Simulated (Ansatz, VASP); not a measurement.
**One calculation of CdSe, two programs**

```
Cd Se
1.0
     0.00000    2.80008    2.80008
     2.80008    0.00000    2.80008
     2.80008    2.80008    0.00000
Cd Se
1 1
Direct
  0.00000 0.00000 0.00000
  0.50000 0.50000 0.50000
```

Alike in both runs: functional PBE; k mesh 13 × 13 × 13; occupations fermi-dirac, width 0.05 eV; no spin polarisation.

Ansatz relaxed the structure, and its values are those at the end. VASP's run is a single point on that final structure, the one shown.

```csv
,VASP,Ansatz
version,VASP 6.6.1,Ansatz 0.2.0
potentials or method,"VASP PAW PBE potentials, release 64 (Cd, Se)","PAW with Ansatz's default frozen-core files, scalar-relativistic"
plane-wave cutoff (eV),520,420
valence electrons in the cell,18,36
```

Ansatz gave:

```
pressure (GPa) : 5.2
```

Question: Estimate VASP's values.

Answer: Pressure (GPa): 5.7.

The two sets of potentials don't hold the same shells in valence.
